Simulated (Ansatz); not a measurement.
CdS in the wurtzite structure, relaxed with r2SCAN in Ansatz 0.2.0. It is hexagonal, P6_3mc (No. 186); a = 4.165 Å, c = 6.766 Å in the conventional setting, 25.41 Å³ an atom. Cd has 4 S at 2.54–2.55 Å; S has 4 Cd at 2.54–2.55 Å.

The axes x, y and z are those of this cell:
```yaml
crystal:
  lattice:
    - [4.16460, 0.00000, 0.00000]
    - [-2.08230, 3.60665, 0.00000]
    - [0.00000, 0.00000, 6.76601]
  atoms:
    - { symbol: Cd, position: [0.33333, 0.66667, 0.99904] }
    - { symbol: Cd, position: [0.66667, 0.33333, 0.49904] }
    - { symbol: S, position: [0.33333, 0.66667, 0.37596] }
    - { symbol: S, position: [0.66667, 0.33333, 0.87596] }
```

Unstrained: The PBE gap is direct at Γ: 1.173 eV. With r2SCAN the gap is 1.632 eV and direct, at Γ. HSE06 gives a direct gap of 2.190 eV at Γ. Meshes: PBE 12×12×4, r2SCAN 12×12×4, HSE06 6×6×4. Strains are changes of length per length. After each strain the atoms were relaxed again with r2SCAN within the symmetry that the strain leaves, so tilts or polar shifts that break it weren't tested; points keep the names that they have in the unstrained zone. No spin polarisation and no zero-point or thermal motion.

(1) Estimate what uniaxial +1.85 % along x, other directions held does to the gap.

(2) Apply isotropic -5.86 % on every length. How far does the gap move, against the unstrained cell?

## Answers

(1) PBE: the gap goes from 1.173 to 1.114 eV (-0.059 eV); with r2SCAN the top three valence levels at Γ, grouped 2+1 from the top over 38 meV, become 1+1+1 over 58 meV. r2SCAN: the gap goes from 1.632 to 1.572 eV (-0.060 eV). HSE06: the gap goes from 2.190 to 2.126 eV (-0.064 eV). The r2SCAN energy rises by 2.3 meV an atom.

(2) PBE: the gap goes from 1.173 to 1.566 eV (+0.393 eV); with r2SCAN the top three valence levels at Γ, grouped 2+1 from the top over 38 meV, become 2+1 over 79 meV. r2SCAN: the gap goes from 1.632 to 2.047 eV (+0.415 eV). HSE06: the gap goes from 2.190 to 2.626 eV (+0.436 eV). The r2SCAN energy rises by 181.6 meV an atom.

Spin-orbit coupling is left out.

The meshes of the hybrids are coarse, so their gaps aren't converged to the digits shown.

The splittings at Γ are without spin-orbit coupling, which regroups them where it is of like size or larger.
